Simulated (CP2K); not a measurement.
**TePb: single point with PBE0-TC-LRC**

The system is TePb.

```
CELL_PARAMETERS angstrom
4.56932 0.00000 0.00000
2.28466 3.95715 0.00000
2.28466 1.31905 3.73084
ATOMIC_POSITIONS crystal
Pb 0.00000 0.00000 0.00000
Te 0.50000 0.50000 0.50000
```

```
Program                                           : CP2K 2026.2
Task                                              : single point
Functional                                        : PBE0-TC-LRC
Potentials or basis                               : POTENTIAL_UZH Pb GTH-PBE0-q4, Te GTH-PBE0-q6; DZVP-MOLOPT-PBE0-GTH basis
Density cutoff                                    : 6123 eV
Occupations                                       : fixed
Spin                                              : no spin polarisation
SCF solver                                        : orbital transformation (OT)
Quickstep method                                  : GPW
EPS_DEFAULT                                       : 1.0E-9
EPS_SCF                                           : 1.0E-6
MAX_SCF                                           : 40
SCF_GUESS                                         : RESTART
NGRIDS                                            : 5
Basis sets                                        : Pb DZVP-MOLOPT-PBE0-GTH-q4, Te DZVP-MOLOPT-PBE0-GTH-q6
Potentials                                        : Pb GTH-PBE0-q4 of POTENTIAL_UZH, Te GTH-PBE0-q6 of POTENTIAL_UZH
Supercell (MULTIPLE_UNIT_CELL), Gamma point alone : 1 × 1 × 1
OT MINIMIZER                                      : DIIS
OT PRECONDITIONER                                 : FULL_SINGLE_INVERSE
Auxiliary basis of exact exchange (ADMM2)         : dzp
EPS_SCHWARZ                                       : 1.0E-6
REL_CUTOFF (Ry)                                   : 60 Ry
Truncation radius of exact exchange (A)           : 1.77 Å
CUTOFF of the grids                               : 450 Ry
```

- Mulliken charges: Pb +0.06; Te -0.06 e

Wall time 24 s on 4 threads of Arm Neoverse V1, with other jobs on the host, peak memory 1.3 GiB.

Caveat: a small supercell at the Gamma point samples the zone coarsely, so gaps, energies and pressures aren't converged; Mulliken charges move with the basis; exact exchange is cut off at a short radius in a small supercell, so this isn't the converged functional; the basis of atomic orbitals isn't converged, which shifts pressures, moduli and gaps. Spin-orbit coupling is left out, which matters for the levels of Pb, Te.
